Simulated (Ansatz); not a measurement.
# HfO2 (P4_2/nmc) in Ansatz: reference runs

Aim: a first look at HfO2 with PBEsol, on the cell as given and on a disturbed one.

All numbers are computed with Ansatz 0.2.0; they aren't measurements. Logs are shortened: lines on timing, memory, paths and dates and some standing lists are left out, and cuts for length are marked.

### Step 1. Starting point

Symmetry: P4_2/nmc, No. 137, tetragonal system. Conventional cell: a = 3.558 Å, b = 3.558 Å, c = 5.172 Å, α = 90.00°, β = 90.00°, γ = 90.00°. Around Hf (site symmetry -4m2) lie 4 O at 2.05 Å. Around O (site symmetry 2mm) lie 2 Hf at 2.05 Å.

Measurements of this composition are mostly on another form, of space group No. 14.

### Step 2. Single point, PBEsol

input.yaml reads:

```yaml
crystal:
  lattice:
    - [3.55801933, 0.0, 0.0]
    - [0.0, 3.55801933, 0.0]
    - [0.0, 0.0, 5.17186121]
  atoms:
    - { symbol: Hf, position: [0.0, 0.0, 0.0] }
    - { symbol: Hf, position: [0.5, 0.5, 0.5] }
    - { symbol: O, position: [0.0, 0.5, 0.19720788] }
    - { symbol: O, position: [0.5, 0.0, 0.30279212] }
    - { symbol: O, position: [0.5, 0.0, 0.80279212] }
    - { symbol: O, position: [0.0, 0.5, 0.69720788] }
kpoints:
  mp_grid: { grid: [8, 8, 5] }
scf:
  occupations: { method: fermi_dirac, width: 0.05 }
hamiltonian:
  xc: pbesol
  pseudopotentials: { kind: all_electron, lapw: { basis_error: 0.001 } }
output:
  forces: true
  stress: true
  eigenvalues: true
  populations: true
```

Potentials or basis: all-electron LAPW, scalar-relativistic.

Launch:

```sh
ansatz run input.yaml --threads 4 --pin off --max-ram 12288MiB --backend cpu --events-out ev --progress --plain --runs-dir out
```

The log of the run:

```text
Warning: RAYON_NUM_THREADS=4 ignored (pool sized by the plan → 4); use --threads N
Hf: projections on atomic orbitals take those of the free atom 1s2 2s2 2p6 3s2 3p6 3d10 4s2 4p6 4d10 4f14 5s2 5p6 5d2 6s2, of charge +0.00 (hamiltonian.pseudopotentials.projection_atoms)
O: projections on atomic orbitals take those of the free atom 1s2 2s2 2p4, of charge +0.00 (hamiltonian.pseudopotentials.projection_atoms)
LAPW: plane waves up to 10.774 Å⁻¹, error target 1.0e-3 eV per atom; small_component_spin mean_spin; O in spheres of 0.872 Å, 8 of its electrons in bands, Dirac shells []; Hf in spheres of 1.178 Å, 44 of its electrons in bands, Dirac shells [] (how accurate: hamiltonian.pseudopotentials.lapw.basis_error, Limitations)
Engine: ansatz 0.2.0, x86_64-unknown-linux-gnu
Pseudopotentials: kind: all_electron
Pseudopotential: Hf, LAPW, valence charge 44, lapw/all_electron/scalar/gaussian/Hf, Koelling and Harmon's equation, gaussian nucleus
Pseudopotential: O, LAPW, valence charge 8, lapw/all_electron/scalar/gaussian/O, Koelling and Harmon's equation, gaussian nucleus
Functional definition: PBEsol
  exchange = pbesol_x
  correlation = pbesol_c
Crystal: 6 atoms, lattice volume = 65.473 Å³
Basis set: ecut = 442.2668403861079 eV, 1393 PW (Γ), exchange–correlation at level 2
Bands: 72, of which v1, the nominal top of the filled ones, is band 60 counted from 1 (59 counted from 0)
Symmetry: 16 space group operations
Space group: P42/nmc (ITA 137), of the structure as read, at distance tolerance 4.0e-5 Å
k-points: 45 of 320
Non-local potential: Hf, projectors of the file, none
Non-local potential: O, projectors of the file, none
Initial density: superposition of atomic densities (chi_scale 0.1, normalization cell, long waves kept (reshape's long-wave potential 0.00 eV rms))
Initial wavefunctions: plane waves of lowest kinetic energy (no species holds an atomic orbital)
Functional: x = pbesol(κ = 0.804, μ = 0.12345679012345678), c = pbesol(β = 0.046)
iter 1 solved again at ethr=1.32e-2 eV; its pass at ethr=1.00e-1 eV (dr2=1.59e1 eV) is discarded
SCF iter   1: F=—  HF=-828439.450152 eV  |F-HF|=—  |Δ(HF+E_count)|=         —  Δρ=1.47e-1  dr2=1.59e1  ethr=1.32e-2  ⟨swp⟩=2.0  Hψ=19943  notcnv=0
preconditioner: auto → Resta (q_TF=auto, 3.018 Å⁻¹)  ε∞=5.0  [insulator: Δε(μ)=7.509 eV  Ē_g=19.560 eV  σ=0.050 eV  W_gap=1.00  n_scr=36 (ndim 8)  ℏωp=38.9 eV  f_vac=0.044  D(μ)=0.00/eV (n_scr^D=0)  ε∞_Penn≈5.0]
iter 2 solved again at ethr=3.83e-4 eV; its pass at ethr=1.32e-2 eV (dr2=4.60e-1 eV) is discarded
SCF iter   2: F=—  HF=-828432.338998 eV  |F-HF|=—  |Δ(HF+E_count)|=    7.11e0  Δρ=3.12e-2  dr2=4.59e-1  ethr=3.83e-4  ⟨swp⟩=2.0  Hψ=16332  notcnv=0
SCF iter   3: F=—  HF=-828432.072634 eV  |F-HF|=—  |Δ(HF+E_count)|=   2.66e-1  Δρ=3.40e-2  dr2=9.43e-1  ethr=3.83e-4  ⟨swp⟩=3.0  Hψ=10228  notcnv=0
SCF iter   4: F=—  HF=-828432.159418 eV  |F-HF|=—  |Δ(HF+E_count)|=         —  Δρ=7.90e-3  dr2=4.34e-2  ethr=3.83e-4  ⟨swp⟩=2.0  Hψ=9915  notcnv=0
the basis was enlarged: its passes take 862.2 KiB over the memory plan, 4 of 4 planned eigensolver slots
SCF iter   5: F=—  HF=-828431.923897 eV  |F-HF|=—  |Δ(HF+E_count)|=   2.36e-1  Δρ=5.06e-3  dr2=1.28e-2  ethr=3.61e-5  ⟨swp⟩=2.1  Hψ=9830  notcnv=0
SCF iter   6: F=—  HF=-828431.920803 eV  |F-HF|=—  |Δ(HF+E_count)|=   3.09e-3  Δρ=2.96e-3  dr2=7.55e-3  ethr=1.07e-5  ⟨swp⟩=3.0  Hψ=10385  notcnv=0
SCF iter   7: F=—  HF=-828431.918937 eV  |F-HF|=—  |Δ(HF+E_count)|=   1.87e-3  Δρ=7.66e-4  dr2=5.37e-4  ethr=6.29e-6  ⟨swp⟩=2.0  Hψ=9443  notcnv=0
SCF iter   8: F=—  HF=-828431.919089 eV  |F-HF|=—  |Δ(HF+E_count)|=   1.52e-4  Δρ=1.42e-4  dr2=1.88e-5  ethr=4.48e-7  ⟨swp⟩=3.0  Hψ=9751  notcnv=0
SCF iter   9: F=—  HF=-828431.919106 eV  |F-HF|=—  |Δ(HF+E_count)|=   1.65e-5  Δρ=5.47e-5  dr2=3.11e-6  ethr=1.57e-8  ⟨swp⟩=3.0  Hψ=10031  notcnv=0
SCF iter  10: F=-828431.919105 eV  HF=-828431.919105 eV  |F-HF|=3.78e-8  |Δ(HF+E_count)|=   9.91e-7  Δρ=8.66e-6  dr2=7.34e-8  ethr=2.59e-9  ⟨swp⟩=2.9  Hψ=9559  notcnv=0
SCF 1 converged in 10 iterations: F = -828431.919105 eV  dr2 = 7.34e-8
SCF converged after 10 iterations
Free energy (F): -828431.919105 eV
Harris-Foulkes:  -828431.919105 eV  (|F-HF|=3.78e-8)
Internal energy: -828431.919105 eV  (E = F + TS)
E sigma→0 (E₀):  -828431.919105 eV
Fermi energy:    17.695077 eV
--- Per-component energies (eV) ---
  E_band       = -13686.210345
  E_kinetic    = 920767.566057
  E_xc         = -17490.887416
  E_electrostatic = -1731708.597746  (all electrons and nuclei)
  E_smearing   = -0.000000  (= −TS)
  E_closure    = 0.000000  (closes the sum)
  E_atoms      = -828374.154090  (free atoms, spherical and without spin; not in F)
  Σ components = -828431.919105   (vs F -828431.919105, Δ=0.00e0)
  Basis errors (estimates in eV, not in F): energy 4.4e-4 per atom: plane waves 4.0e-4 (2.3e-4 summed), levels above the bands 4.7e-90, relativity 5.3e-8, radial functions 4.3e-5, core shells 4.6e-11; eigenvalues (radial functions only) 8.7e-6; not estimated: angular momenta, meshes, grids; target (lapw.basis_error) 1.0e-3; muffin-tin radii O 0.872 Å, Hf 1.178 Å
--- Forces (eV/Å), atoms counted from 1 ---
  atom   1  Hf     0.00000000     0.00000000    -0.00000000
  atom   2  Hf     0.00000000     0.00000000    -0.00000000
  atom   3  O      0.00000000     0.00000000     0.08974285
  atom   4  O      0.00000000     0.00000000    -0.08974285
  atom   5  O     -0.00000000     0.00000000    -0.08974285
  atom   6  O     -0.00000000     0.00000000     0.08974285
  max |Σ_I F_I| component: 1.39e-17 eV/Å
--- Stress (GPa, compression-positive) ---
        2.143350       0.000000       0.000000
        0.000000       2.143350       0.000000
        0.000000       0.000000       1.446942
  P = ⅓ Tr σ = 1.9112 GPa (19.112 kbar)
--- Band table (eV; the first three rows and the last of 45) ---
  k-point 0: bands = ["-488.9227", "-488.9227", "-486.4835", "-486.4835", "-486.4835", "-486.4835", "-355.8280", "-355.8280", "-355.8134", "-355.8134", "-355.8134", "-355.8134", "-183.9333", "-183.9333", "-183.9184", "-183.9184", "-183.9107", "-183.9107", "-183.9107", "-183.9107", "-183.8966", "-183.8966", "-44.7673", "-44.7499", "-13.8689", "-13.4891", "-13.4891", "-13.4172", "-13.3726", "-13.3726", "-2.7421", "-1.0902", "-0.7228", "-0.2395", "5.3282", "5.3282", "5.3358", "5.3433", "5.3433", "5.3625", "5.3632", "5.3703", "5.3703", "5.3892", "5.3915", "5.3915", "5.4021", "5.5643", "9.8738", "10.4623", "10.6762", "10.6762", "12.6463", "12.6463", "13.9823", "13.9823", "14.6111", "15.1857", "15.2345", "15.2345", "19.9462", "19.9887", "21.2263", "21.4796", "21.7066", "22.8792", "24.4194", "24.4194", "26.2418", "26.2418", "26.7481", "28.9681"]
  k-point 1: bands = ["-488.9227", "-488.9227", "-486.4835", "-486.4835", "-486.4835", "-486.4835", "-355.8280", "-355.8280", "-355.8134", "-355.8134", "-355.8134", "-355.8134", "-183.9333", "-183.9333", "-183.9184", "-183.9184", "-183.9107", "-183.9107", "-183.9107", "-183.9107", "-183.8966", "-183.8966", "-44.7656", "-44.7515", "-13.8293", "-13.4781", "-13.4781", "-13.4643", "-13.3838", "-13.3838", "-2.5734", "-1.0124", "-0.9611", "-0.3117", "5.3299", "5.3299", "5.3356", "5.3447", "5.3447", "5.3651", "5.3690", "5.3690", "5.3779", "5.3866", "5.3870", "5.3891", "5.3891", "5.5360", "10.2362", "10.7853", "10.7853", "10.8560", "12.2776", "12.2776", "13.9805", "14.2779", "14.2779", "14.5854", "15.2594", "15.2594", "20.1078", "20.1667", "21.2353", "21.3064", "22.1986", "23.4869", "24.4787", "24.4787", "25.9451", "25.9451", "26.5088", "26.5907"]
  k-point 2: bands = ["-488.9227", "-488.9227", "-486.4835", "-486.4835", "-486.4835", "-486.4835", "-355.8280", "-355.8280", "-355.8134", "-355.8134", "-355.8134", "-355.8134", "-183.9333", "-183.9333", "-183.9184", "-183.9184", "-183.9107", "-183.9107", "-183.9107", "-183.9107", "-183.8966", "-183.8966", "-44.7613", "-44.7559", "-13.7224", "-13.5833", "-13.4493", "-13.4493", "-13.4129", "-13.4129", "-2.1170", "-1.5108", "-0.8018", "-0.5297", "5.3336", "5.3336", "5.3419", "5.3459", "5.3459", "5.3601", "5.3682", "5.3682", "5.3716", "5.3799", "5.3843", "5.3843", "5.4166", "5.4746", "11.0914", "11.0914", "11.2312", "11.6867", "11.6867", "11.8949", "12.6144", "13.2750", "14.6225", "14.6225", "15.2992", "15.2992", "20.4380", "20.6980", "20.8914", "21.1496", "23.2140", "24.6249", "24.6885", "24.6885", "24.7156", "25.3811", "25.3811", "25.8329"]
  k-point 44: bands = ["-488.9227", "-488.9227", "-486.4835", "-486.4835", "-486.4835", "-486.4835", "-355.8280", "-355.8280", "-355.8134", "-355.8134", "-355.8134", "-355.8134", "-183.9333", "-183.9333", "-183.9184", "-183.9184", "-183.9107", "-183.9107", "-183.9107", "-183.9107", "-183.8966", "-183.8966", "-44.7471", "-44.7471", "-13.7809", "-13.7809", "-13.6831", "-13.6831", "-13.5265", "-13.5265", "-0.7706", "-0.7706", "-0.6450", "-0.6450", "5.3197", "5.3197", "5.3369", "5.3369", "5.3457", "5.3457", "5.3473", "5.3473", "5.3502", "5.3502", "5.3918", "5.3918", "5.4064", "5.4064", "10.3291", "10.3291", "11.2077", "11.2077", "13.0785", "13.0785", "13.6989", "13.6989", "13.8743", "13.8743", "15.2653", "15.2653", "21.2397", "21.2397", "21.5541", "21.5541", "22.6868", "22.6868", "22.8049", "22.8049", "24.6205", "24.6205", "29.0375", "29.0375"]
--- Löwdin populations: 6 sites ---
  site symbol       q [e]
     0     Hf     70.6223
     1     Hf     70.6223
     2      O      8.6427
     3      O      8.6427
     4      O      8.6427
     5      O      8.6427
  spilling = 0.001048 (of n_electrons = 176.000000)
```

Run time: 48 s. Hardware: 4 threads of AMD EPYC 7R43 (Zen 3), shared host; peak memory 0.92 GiB.

Results:

| Item | Value |
| --- | --- |
| Free energy | -828431.9191 eV |
| Pressure | 1.9 GPa |
| Largest force | 0.090 eV/Å |
| Band gap on the k mesh | 4.65 eV, indirect (least direct gap 4.71 eV) |
| Loewdin charges | Hf +1.38; O -0.64 e |

Forces on the atoms (eV/Å):
```
Hf   0.000  0.000  0.000
Hf   0.000  0.000  0.000
O    0.000  0.000  0.090
O    0.000  0.000 -0.090
O    0.000  0.000 -0.090
O    0.000  0.000  0.090
```

Stress tensor (GPa, compression positive):
```
2.14 0.00 0.00
0.00 2.14 0.00
0.00 0.00 1.45
```

Caveat: spin-orbit coupling is left out, which moves the levels of the heavy elements; an odd mesh through Γ misses points on the zone boundary, where band edges often lie.

### Step 3. Single point, PBEsol (atoms moved at random, drawn with an rms of 0.05 Å)

input.yaml reads:

```yaml
crystal:
  lattice:
    - [3.55801933, 0.0, 0.0]
    - [0.0, 3.55801933, 0.0]
    - [0.0, 0.0, 5.17186121]
  atoms:
    - { symbol: Hf, position: [0.002075, 0.010289, 0.010877] }
    - { symbol: Hf, position: [0.513115, 0.503101, 0.494382] }
    - { symbol: O, position: [-0.012212, 0.507151, 0.196136] }
    - { symbol: O, position: [0.502078, -0.004663, 0.296514] }
    - { symbol: O, position: [0.493754, 0.002123, 0.810033] }
    - { symbol: O, position: [-0.003249, 0.495592, 0.691628] }
kpoints:
  mp_grid: { grid: [8, 8, 5] }
scf:
  occupations: { method: fermi_dirac, width: 0.05 }
hamiltonian:
  xc: pbesol
  pseudopotentials: { kind: all_electron, lapw: { basis_error: 0.001 } }
output:
  forces: true
  stress: true
  eigenvalues: true
  populations: true
```

Potentials or basis: all-electron LAPW, scalar-relativistic.

Launch:

```sh
ansatz run input.yaml --threads 4 --pin off --max-ram 12288MiB --backend cpu --events-out ev --progress --plain --runs-dir out
```

The log of the run:

```text
Warning: RAYON_NUM_THREADS=4 ignored (pool sized by the plan → 4); use --threads N
Hf: projections on atomic orbitals take those of the free atom 1s2 2s2 2p6 3s2 3p6 3d10 4s2 4p6 4d10 4f14 5s2 5p6 5d2 6s2, of charge +0.00 (hamiltonian.pseudopotentials.projection_atoms)
O: projections on atomic orbitals take those of the free atom 1s2 2s2 2p4, of charge +0.00 (hamiltonian.pseudopotentials.projection_atoms)
LAPW: plane waves up to 11.076 Å⁻¹, error target 1.0e-3 eV per atom; small_component_spin mean_spin; O in spheres of 0.848 Å, 8 of its electrons in bands, Dirac shells []; Hf in spheres of 1.152 Å, 44 of its electrons in bands, Dirac shells [] (how accurate: hamiltonian.pseudopotentials.lapw.basis_error, Limitations)
[... 4 set-up lines as earlier in the session ...]
[... 63 lines left out ...]
  k-point 2: bands = ["-488.9598", "-488.8527", "-486.6858", "-486.6670", "-486.3457", "-486.2843", "-355.8653", "-355.8539", "-355.8465", "-355.7607", "-355.7446", "-355.7391", "-183.9699", "-183.9559", "-183.9516", "-183.9432", "-183.9331", "-183.8646", "-183.8488", "-183.8422", "-183.8388", "-183.8239", "-44.7945", "-44.6985", "-13.7424", "-13.5716", "-13.4908", "-13.4592", "-13.4114", "-13.3536", "-2.2296", "-1.4305", "-1.0297", "-0.3629", "5.3026", "5.3035", "5.3168", "5.3342", "5.3368", "5.3440", "5.3829", "5.4068", "5.4090", "5.4351", "5.4379", "5.4467", "5.4486", "5.5205", "10.9055", "11.0298", "11.1796", "11.6301", "11.8013", "11.9319", "12.6914", "13.3216", "14.4621", "14.7096", "15.0096", "15.5268", "20.4029", "20.7271", "20.9337", "21.2087", "23.1707", "24.4425", "24.5912", "24.6803", "24.9544", "25.3049", "25.5055", "25.9819"]
  k-point 161: bands = ["-488.9598", "-488.8527", "-486.6858", "-486.6670", "-486.3457", "-486.2843", "-355.8653", "-355.8539", "-355.8465", "-355.7607", "-355.7446", "-355.7391", "-183.9699", "-183.9559", "-183.9516", "-183.9432", "-183.9331", "-183.8646", "-183.8488", "-183.8422", "-183.8388", "-183.8239", "-44.7830", "-44.6869", "-13.8173", "-13.8067", "-13.7003", "-13.6325", "-13.5563", "-13.4873", "-0.9849", "-0.9282", "-0.4889", "-0.4433", "5.2836", "5.3032", "5.3067", "5.3075", "5.3190", "5.3547", "5.3559", "5.3807", "5.4058", "5.4086", "5.4153", "5.4241", "5.4682", "5.4692", "10.2083", "10.2578", "11.2890", "11.2980", "13.0068", "13.0133", "13.6458", "13.7131", "13.7717", "13.8744", "15.2618", "15.2798", "21.0366", "21.2012", "21.6905", "21.7495", "22.5005", "22.5273", "22.8415", "23.0160", "24.5050", "24.7817", "28.9853", "29.0768"]
--- Löwdin populations: 6 sites ---
  site symbol       q [e]
     0     Hf     70.6310
     1     Hf     70.6256
     2      O      8.6269
     3      O      8.6372
     4      O      8.6525
     5      O      8.6424
  spilling = 0.001048 (of n_electrons = 176.000000)
```

Run time: 6.4 min. Hardware: 4 threads of AMD EPYC 7R43 (Zen 3), shared host; peak memory 2 GiB.

Results:

| Quantity | Value |
| --- | --- |
| Free energy | -828431.8024 eV |
| Pressure | 3.3 GPa |
| Largest force | 1.554 eV/Å |
| Band gap on the k mesh | 4.45 eV, indirect (least direct gap 4.53 eV) |
| Loewdin charges | Hf +1.37; O -0.63, -0.64, -0.65 e |

Forces in eV/Å, atoms in the order of the input:
```
Hf  -0.309 -0.110 -1.519
Hf  -0.537 -0.294  1.032
O    0.199 -0.193  0.402
O   -0.269  0.649  0.414
O    0.425 -0.101 -0.453
O    0.490  0.048  0.124
```

Caveat: spin-orbit coupling is left out, which moves the levels of the heavy elements; an odd mesh through Γ misses points on the zone boundary, where band edges often lie.
